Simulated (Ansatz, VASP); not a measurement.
Two plane-wave programs on TiSi2

```
Ti Si
1.0
     4.37464    0.00000    0.00000
    -2.18732    3.78855    0.00000
     0.00000    0.00000    2.56101
Ti Si
1 2
Direct
  0.00000 0.00000 0.00000
  0.33333 0.66667 0.50000
  0.66667 0.33333 0.50000
```

The cell was built by a generator and needn't be a form met in nature.

Alike in both runs: task single point; functional r2SCAN; k mesh 4 × 4 × 6; occupations fermi-dirac, width 0.05 eV; no spin polarisation.

|  | VASP | Ansatz |
| --- | --- | --- |
| version | VASP 6.6.1 | Ansatz 0.2.0 |
| potentials or method | VASP PAW PBE potentials, release 64 (Ti_sv, Si) | Ansatz PAW |
| plane-wave cutoff (eV) | 520 | 500 |
| valence electrons in the cell | 20 | 20 |

|  | VASP | Ansatz | Ansatz less VASP |
| --- | --- | --- | --- |
| gap on the k mesh at the Fermi level (eV) | none | none | - |
| pressure (GPa) | -0.9 | -1.2 | -0.28 |
| largest component of the traceless stress (GPa) | 6.60 | 6.55 | -0.048 |

A gap of «none» marks a metal or a gap that the smearing closes.

Caveats: the k mesh is coarse (spacing up to 0.41 Å⁻¹), so the values aren't converged (VASP); the PAW data sets were made with another functional, which shifts forces and pressure a little (VASP); the k mesh is coarse (spacing up to 0.41 Å⁻¹), so the values aren't converged, least of all with exact exchange (Ansatz); the PAW data sets come from PBE, with cores solved anew for the run's functional, which leaves a small shift of forces and pressure (Ansatz).
